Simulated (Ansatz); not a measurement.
**How CdSe stores the work of compression**

These are results of DFT PBEsol, scalar-relativistic, plane waves, PAW (Ansatz 0.2.0), not measurements. Run with 420 eV cutoff, 12×12×6 k-mesh, Gaussian smearing of 0.02 eV, no spin polarisation.

Reference structure (relaxed):

```xyz
4
Lattice="4.3030 0.0000 0.0000 -2.1515 3.7265 0.0000 0.0000 0.0000 7.0227" Properties=species:S:1:pos:R:3 pbc="T T T"
Cd    2.1515    1.2422    3.5118
Cd    0.0000    2.4843    7.0231
Se    2.1515    1.2422    6.1505
Se    0.0000    2.4843    2.6392
```

Cell and atoms were relaxed at each target pressure within the start's symmetry (P6_3mc), at zero temperature; other phases can be more stable under pressure. H = E + PV with P the target; E is the free energy at the smearing used, whose derivative the pressure is, per atom and counted from zero pressure.

```json
{"P (GPa)": "0", "V (Å³/atom)": "28.153", "E − E0 (meV)": "0.0", "H − H0 (meV)": "0.0"}
{"P (GPa)": "3", "V (Å³/atom)": "26.737", "E − E0 (meV)": "12.3", "H − H0 (meV)": "513.0"}
{"P (GPa)": "8", "V (Å³/atom)": "25.022", "E − E0 (meV)": "69.4", "H − H0 (meV)": "1318.8"}
{"P (GPa)": "15", "V (Å³/atom)": "23.322", "E − E0 (meV)": "189.2", "H − H0 (meV)": "2372.7"}
```

Problem. Thermodynamics gives dH/dP = V along a relaxed path. Integrate V over P by the trapezoid rule and compare with the computed enthalpies.

Solution. With 1 eV/Å³ = 160.22 GPa, each step adds the mean volume times ΔP / 160.22:
```csv
P (GPa),∫V dP (meV),H − H0 (meV),difference (meV)
3,513.9,513.0,0.9
8,1321.5,1318.8,2.7
15,2377.6,2372.7,4.9
```

V(P) curves upward, so the trapezoid rule runs high; integrating a smooth curve through the same points puts that excess at about 4.3 meV at 15 GPa, against the 4.9 meV found.

Problem. At 15 GPa, how much of the enthalpy change is stored energy and how much is the PV term?

Solution. E rises by 189 meV/atom and PV is 15 × 23.322 / 160.22 = 2183 meV/atom, so PV makes 92 % of ΔH. So between rival structures at high pressure a small difference in volume can outweigh the difference in energy: 1 % of this volume is worth 21.8 meV/atom at this pressure.

Problem. What bulk modulus do the lowest pressures give?

Solution. From the pressures that the runs reached, -3.02 GPa (30.129 Å³) and 2.97 GPa (26.737 Å³), B = −ΔP/Δln V = 5.99 / 0.1194 = 50 GPa, a mean over that range.

Problem. The gap is 0.399 eV at -3.02 GPa and 0.642 eV at 2.97 GPa. What pressure coefficient and volume deformation potential follow?

Solution. dE_g/dP = 40.5 meV/GPa, and a_V = dE_g/d ln V = −B dE_g/dP = -2.03 eV. If the edges move to other points of the zone within the range, this is a mean of two slopes. Gaps are Kohn–Sham gaps over the whole zone.